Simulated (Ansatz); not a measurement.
The system is In.

```xyz
1
Lattice="-1.8825 1.8825 1.8825 1.8825 -1.8825 1.8825 1.8825 1.8825 -1.8825" Properties=species:S:1:pos:R:3 pbc="T T T"
In    0.0000    0.0000    0.0000
```

This isn't the form of In at room conditions, which is tetragonal.

A run of Ansatz 0.2.0 on this cell left the log below. Logs are shortened: lines on timing, memory, paths and dates and some standing lists are left out, and cuts for length are marked.

```text
Warning: RAYON_NUM_THREADS=1 ignored (pool sized by the plan → 1); use --threads N
LAPW: plane waves up to 6.388 Å⁻¹, error target 3.0e-3 eV per atom; small_component_spin mean_spin; In in spheres of 1.630 Å, 21 of its electrons in bands, Dirac shells [] (how accurate: hamiltonian.pseudopotentials.lapw.basis_error, Limitations)
Engine: ansatz 0.2.0, x86_64-unknown-linux-gnu
Pseudopotentials: kind: all_electron
Pseudopotential: In, LAPW, valence charge 21, lapw/all_electron/scalar/gaussian/In, Koelling and Harmon's equation, gaussian nucleus
Functional definition: PBE
  parameter kappa = 0.804
  parameter beta = 0.06672455060314922
  exchange = pbe_x(kappa = kappa, mu = beta*pi^2/3)
  correlation = pbe_c(beta = beta)
Crystal: 1 atoms, lattice volume = 26.686 Å³
Basis set: ecut = 155.47749548487667 eV, 135 PW (Γ), exchange–correlation at level 2
Bands: 15, of which v1, the nominal top of the filled ones, is band 11 counted from 1 (10 counted from 0)
Symmetry: 48 space group operations
Space group: Im-3m (ITA 229), of the structure as read, at distance tolerance 3.0e-5 Å
k-points: 20 of 343
Non-local potential: In, projectors of the file, none
Initial density: superposition of atomic densities (chi_scale 0.1, normalization cell)
Initial wavefunctions: plane waves of lowest kinetic energy (no species holds an atomic orbital)
Functional: x = pbe(κ = 0.804, μ = 0.2195149727645171), c = pbe(β = 0.06672455060314922)
iter 1 solved again at ethr=3.07e-5 eV; its pass at ethr=1.00e-1 eV (dr2=6.45e-3 eV) is discarded
SCF iter   1: F=—  HF=-160045.959860 eV  |F-HF|=—  |Δ(HF+E_count)|=         —  Δρ=5.67e-3  dr2=6.50e-3  ethr=3.07e-5  ⟨swp⟩=3.5  Hψ=2168  notcnv=0
preconditioner: auto → none  [insulator: Δε(μ)=0.264 eV  Ē_g=19.412 eV  σ=0.020 eV  W_gap=0.52  n_scr=12 (ndim 8)  ℏωp=25.9 eV  f_vac=0.000  D(μ)=2.75/eV (n_scr^D=42)  ε∞_Penn≈2.8]
SCF iter   2: F=—  HF=-160045.934459 eV  |F-HF|=—  |Δ(HF+E_count)|=   2.54e-2  Δρ=2.17e-3  dr2=8.56e-4  ethr=3.07e-5  ⟨swp⟩=2.0  Hψ=940  notcnv=0
SCF iter   3: F=—  HF=-160045.932864 eV  |F-HF|=—  |Δ(HF+E_count)|=   1.60e-3  Δρ=1.09e-3  dr2=2.10e-4  ethr=4.08e-6  ⟨swp⟩=2.0  Hψ=853  notcnv=0
iter 4 solved again at ethr=1.04e-8 eV; its pass at ethr=1.00e-6 eV (dr2=2.19e-6 eV) is discarded
SCF iter   4: F=—  HF=-160045.932794 eV  |F-HF|=—  |Δ(HF+E_count)|=   7.04e-5  Δρ=1.21e-4  dr2=2.19e-6  ethr=1.04e-8  ⟨swp⟩=2.5  Hψ=1470  notcnv=0
SCF iter   5: F=-160045.932799 eV  HF=-160045.932799 eV  |F-HF|=9.82e-8  |Δ(HF+E_count)|=   5.87e-6  Δρ=1.49e-5  dr2=3.53e-8  ethr=1.04e-8  ⟨swp⟩=3.0  Hψ=882  notcnv=0
SCF 1 converged in 5 iterations: F = -160045.932799 eV  dr2 = 3.53e-8
SCF converged after 5 iterations
Free energy (F): -160045.932799 eV
Harris-Foulkes:  -160045.932799 eV  (|F-HF|=9.82e-8)
Internal energy: -160045.929638 eV  (E = F + TS)
E sigma→0 (E₀):  -160045.931219 eV
Entropy (-TS):   -0.003161 eV (-3.161 meV/atom)
Fermi energy:    13.316804 eV
--- Per-component energies (eV) ---
  E_band       = -553.733520
  E_kinetic    = 167987.740744
  E_xc         = -4352.865486
  E_electrostatic = -323680.804895  (all electrons and nuclei)
  E_smearing   = -0.003161  (= −TS)
  E_closure    = 0.000000  (closes the sum)
  E_atoms      = -160043.426162  (free atoms, spherical and without spin; not in F)
  Σ components = -160045.932799   (vs F -160045.932799, Δ=0.00e0)
  Basis errors (estimates in eV, not in F): energy 7.3e-4 per atom: plane waves 7.2e-4 (3.8e-4 summed), levels above the bands 3.6e-263, relativity 9.3e-8, radial functions 1.3e-5, core shells 9.9e-10; eigenvalues (radial functions only) 1.9e-3; not estimated: angular momenta, meshes, grids; target (lapw.basis_error) 3.0e-3; muffin-tin radii In 1.630 Å
--- Forces (eV/Å), atoms counted from 1 ---
  atom   1  In    -0.00000000     0.00000000    -0.00000000
  max |Σ_I F_I| component: 3.37e-31 eV/Å
--- Stress (GPa, compression-positive) ---
        1.523189      -0.000000       0.000000
       -0.000000       1.523189      -0.000000
        0.000000      -0.000000       1.523189
  P = ⅓ Tr σ = 1.5232 GPa (15.232 kbar)
--- Band table (eV; the first three rows and the last of 20) ---
  k-point 0: bands = ["-102.2485", "-60.7247", "-60.7247", "-60.7247", "-1.4617", "-1.4617", "-1.4617", "-1.1978", "-1.1978", "3.7993", "24.1053", "24.1053", "24.1053", "26.1314", "26.1314"]
  k-point 1: bands = ["-102.2484", "-60.7261", "-60.7253", "-60.7247", "-1.4817", "-1.4455", "-1.3842", "-1.2176", "-1.1986", "4.2672", "20.5586", "22.4485", "23.1026", "24.7071", "24.9766"]
  k-point 2: bands = ["-102.2482", "-60.7293", "-60.7266", "-60.7246", "-1.5264", "-1.4474", "-1.2341", "-1.2047", "-1.1997", "5.6947", "15.7070", "20.3756", "21.5041", "23.7430", "23.8407"]
  k-point 19: bands = ["-102.2477", "-60.7308", "-60.7307", "-60.7307", "-1.5435", "-1.5259", "-1.1022", "-1.1022", "-1.0926", "12.0199", "14.7514", "14.7514", "15.4946", "18.6083", "20.0500"]
```

Write the input and the command behind it.

Single point with PBE, no spin polarisation. The files as run (others can give the same):

input.yaml
```yaml
crystal:
  lattice:
    - [-1.88252524, 1.88252524, 1.88252524]
    - [1.88252524, -1.88252524, 1.88252524]
    - [1.88252524, 1.88252524, -1.88252524]
  atoms:
    - { symbol: In, position: [0.0, 0.0, 0.0] }
kpoints:
  mp_grid: { grid: [7, 7, 7] }
scf:
  occupations: { method: fermi_dirac, width: 0.02 }
hamiltonian:
  xc: pbe
  pseudopotentials: { kind: all_electron, lapw: { basis_error: 0.003 } }
output:
  forces: true
  stress: true
  eigenvalues: true
```

Potentials or basis: all-electron LAPW, scalar-relativistic.
Run with:
```bash
$ ansatz run input.yaml --threads 1 --pin off --max-ram 2560MiB --backend cpu --events-out ev --progress --plain --runs-dir out
```

Caveat: the k mesh is thin for a metal, which can move the energy by tens of meV per atom.
